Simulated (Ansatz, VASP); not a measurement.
**One calculation of SiC, two programs**

Contents of INCAR:

```
  PREC = Accurate
  ENCUT = 520
  EDIFF = 1E-7
  ISMEAR = 0
  SIGMA = 0.05
  LREAL = False
  LASPH = True
  NELM = 80
  ALGO = Normal
  ISIF = 2
  LWAVE = False
  LCHARG = True
  GGA = PE
  LELF = True
  LVHAR = True
  NBANDS = 11
```

The input KPOINTS:

```
Automatic mesh
0
Gamma
  12 12 12
```

Contents of POSCAR:

```
SiC
1.0
    0.0000000000      2.1413900000      2.1740000000
    2.1740000000      0.0000000000      2.1740000000
    2.1740000000      2.1413900000      0.0000000000
Si C
1 1
Direct
    0.0000000000      0.0000000000      0.0000000000
    0.7500000000      0.7500000000      0.7500000000
```

Input for Ansatz:

```yaml
crystal:
  lattice:
    - [0.0, 2.14139, 2.174]
    - [2.174, 0.0, 2.174]
    - [2.174, 2.14139, 0.0]
  atoms:
    - { symbol: Si, position: [0.0, 0.0, 0.0] }
    - { symbol: C, position: [0.75, 0.75, 0.75] }
basis:
  ecutwfc: 420
kpoints:
  mp_grid: { grid: [12, 12, 12] }
hamiltonian:
  xc: pbe
scf:
  occupations: { method: gaussian, width: 0.05 }
output:
  forces: true
  stress: true
  eigenvalues: true
```

Change from the starting cell: strain -0.0150 x Voigt [0, 1, 0, 0, 0, 0], atoms carried along.

Alike in both runs: task single point; functional PBE; k mesh 12 × 12 × 12; occupations gaussian, width 0.05 eV; no spin polarisation.

|  | VASP | Ansatz |
| --- | --- | --- |
| version | VASP 6.6.1 | Ansatz 0.2.0 |
| potentials or method | VASP PAW PBE potentials, release 64 (Si, C) | scalar-relativistic, plane waves, PAW |
| plane-wave cutoff (eV) | 520 | 420 |
| valence electrons in the cell | 8 | 8 |

```csv
,VASP,Ansatz,Ansatz less VASP
gap on the k mesh at the Fermi level (eV),1.18,1.18,+0.003
least direct gap on the mesh (eV),4.54,4.55,+0.004
pressure (GPa),8.4,8.4,+0.07
largest component of the traceless stress (GPa),2.51,2.51,-0.007
```

A k mesh can miss the band edges.
